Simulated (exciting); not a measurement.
The B K edge of atom 2 in BN (Qingsongite), space group F-43m, with 4 N at 1.57 Å (tetrahedral, site symmetry -43m), was computed at 4 levels: exchange and screened direct term (singlet BSE), exchange term alone (RPA), independent particles and screened direct term alone. Common settings: exciting, all-electron LAPW+lo, PBE, 6×6×6 shifted k points, 8 conduction bands, |G+q| up to 3 bohr⁻¹, full RPA screening with nempty = 25, Lorentzian half width 0.45 eV.

Energy from the Kohn–Sham onset, core level to the lowest empty state found on the meshes used; all runs on one relative scale:

```
E (eV)  run 1  run 2  run 3  run 4
  -4.5   0.02   0.00   0.03   0.01
  -4.0   0.03   0.01   0.04   0.01
  -3.5   0.04   0.01   0.05   0.01
  -3.0   0.05   0.01   0.06   0.01
  -2.5   0.07   0.01   0.09   0.01
  -2.0   0.10   0.01   0.14   0.01
  -1.5   0.18   0.01   0.28   0.01
  -1.0   0.41   0.01   0.68   0.01
  -0.5   0.81   0.02   1.15   0.02
   0.0   0.90   0.02   1.09   0.03
   0.5   1.01   0.03   1.05   0.04
   1.0   0.93   0.04   0.87   0.05
   1.5   0.81   0.06   0.68   0.07
   2.0   0.65   0.08   0.54   0.09
   2.5   0.54   0.11   0.44   0.12
   3.0   0.41   0.13   0.34   0.15
   3.5   0.33   0.16   0.28   0.20
   4.0   0.30   0.22   0.26   0.26
   4.5   0.28   0.27   0.24   0.32
   5.0   0.25   0.30   0.22   0.36
   5.5   0.22   0.34   0.20   0.40
   6.0   0.21   0.40   0.19   0.46
   6.5   0.20   0.43   0.18   0.47
   7.0   0.18   0.42   0.17   0.44
   7.5   0.18   0.39   0.16   0.41
   8.0   0.17   0.37   0.16   0.38
   8.5   0.17   0.36   0.16   0.36
   9.0   0.16   0.34   0.14   0.35
   9.5   0.14   0.36   0.13   0.36
  10.0   0.13   0.36   0.12   0.36
  10.5   0.11   0.37   0.10   0.37
  11.0   0.10   0.40   0.09   0.39
  11.5   0.07   0.37   0.07   0.35
  12.0   0.06   0.36   0.06   0.33
  12.5   0.06   0.27   0.05   0.24
  13.0   0.07   0.19   0.06   0.17
  13.5   0.09   0.13   0.08   0.12
  14.0   0.09   0.13   0.09   0.12
  14.5   0.09   0.14   0.09   0.13
  15.0   0.08   0.15   0.08   0.14
  15.5   0.07   0.14   0.07   0.13
  16.0   0.07   0.12   0.07   0.11
  16.5   0.08   0.09   0.08   0.09
  17.0   0.10   0.08   0.10   0.08
  17.5   0.14   0.08   0.15   0.08
  18.0   0.21   0.08   0.23   0.08
  18.5   0.39   0.08   0.41   0.09
  19.0   0.49   0.09   0.43   0.10
```

Which run is which, and why?

Run 1: exchange and screened direct term (singlet BSE); highest local maximum in the window at 0.5 eV. Run 2: exchange term alone (RPA); highest local maximum in the window at 6.6 eV. Run 3: screened direct term alone; highest local maximum in the window at -0.5 eV. Run 4: independent particles; highest local maximum in the window at 6.2 eV. The attractive direct term pulls weight down: the curves pass 0.15 at -1.6, 3.4, -1.9 and 3.1 eV in the order of the runs. Exchange is repulsive: the centre of weight of the curve lies at 5.0 eV with it and at 4.5 eV without it. Fine structure above the first lines is partly noise of the 216-point mesh. Exchange alone moves the bare spectrum by 9 % r.m.s., towards higher energy.

[Banner, clock and machine lines of the logs are left out without a mark of their own.]

[Logs are printed without paths, hosts, clocks, repeated set-up lines and the standing remarks that a program may print on its own settings, such as how far it seeks lower states.]

[Hosts, paths, dates, database ids (printed as entryN), source tags and the programs' standing remarks are cut or masked in the printed files.]
